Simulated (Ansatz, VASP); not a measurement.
# GaN in VASP and in Ansatz

INCAR

```
ALGO     = Normal         # electronic algorithm
EDIFF    = 1E-6           # SCF threshold, eV
EDIFFG   = -0.005         # ionic threshold
ENCUT    = 600            # plane-wave cutoff, eV
IBRION   = 2              # ionic algorithm
ISIF     = 3              # what is computed and relaxed
ISMEAR   = 0              # smearing method
LASPH    = True           # aspherical terms in the spheres
LCHARG   = False          # write CHGCAR
LREAL    = False          # projectors in reciprocal space
LWAVE    = False          # write WAVECAR
NELM     = 80             # most SCF steps
NSW      = 70             # ionic steps
PREC     = Accurate       # precision mode
SIGMA    = 0.02           # smearing width, eV
```

The input KPOINTS:

```
k-points
0
Gamma
  10 10 10
```

Contents of POSCAR:

```
GaN
1.0
    0.0000000000      2.2742384951      2.2742384951
    2.2742384951      0.0000000000      2.2742384951
    2.2742384951      2.2742384951      0.0000000000
Ga N
1 1
Direct
    0.0000000000      0.0000000000      0.0000000000
    0.7500000000      0.7500000000      0.7500000000
```

Input for Ansatz:

```yaml
crystal:
  lattice:
    - [0.0, 2.2742384951, 2.2742384951]
    - [2.2742384951, 0.0, 2.2742384951]
    - [2.2742384951, 2.2742384951, 0.0]
  atoms:
    - { symbol: Ga, position: [0.0, 0.0, 0.0] }
    - { symbol: "N", position: [0.75, 0.75, 0.75] }
basis:
  ecutwfc: 420
kpoints:
  mp_grid: { grid: [10, 10, 10] }
hamiltonian:
  xc: lda
scf:
  occupations: { method: gaussian, width: 0.02 }
output:
  forces: true
  stress: true
  eigenvalues: true
relax:
  adjacent_minimum: "off"
  f_tol: 0.005
  max_steps: 50
  cell: { stress_tol: 0.05 }
```

Alike in both runs: task relaxation of cell and atoms; functional LDA; k mesh 10 × 10 × 10; occupations gaussian, width 0.02 eV; no spin polarisation.

|  | VASP | Ansatz |
| --- | --- | --- |
| version | VASP 6.6.1 | Ansatz 0.2.0 |
| potentials or method | VASP PAW LDA potentials, release 64 (Ga_d, N) | scalar-relativistic, plane waves, PAW |
| plane-wave cutoff (eV) | 600 | 420 |
| valence electrons in the cell | 18 | 18 |

Ansatz gave:

- gap on the k mesh at the Fermi level, each at its own relaxed structure (eV): 1.95
- relaxed volume (Å³/atom): 11.06
- relaxed cell length with the largest relative difference (Å): 3.150
- energy change over the relaxation (meV/atom): -26

What did VASP give for the same quantities?

gap on the k mesh at the Fermi level, each at its own relaxed structure (eV): 1.94; relaxed volume (Å³/atom): 11.12; relaxed cell length with the largest relative difference (Å): 3.156; energy change over the relaxation (meV/atom): -22.

A hybrid or GW would open this gap; LDA tends to underestimate it.
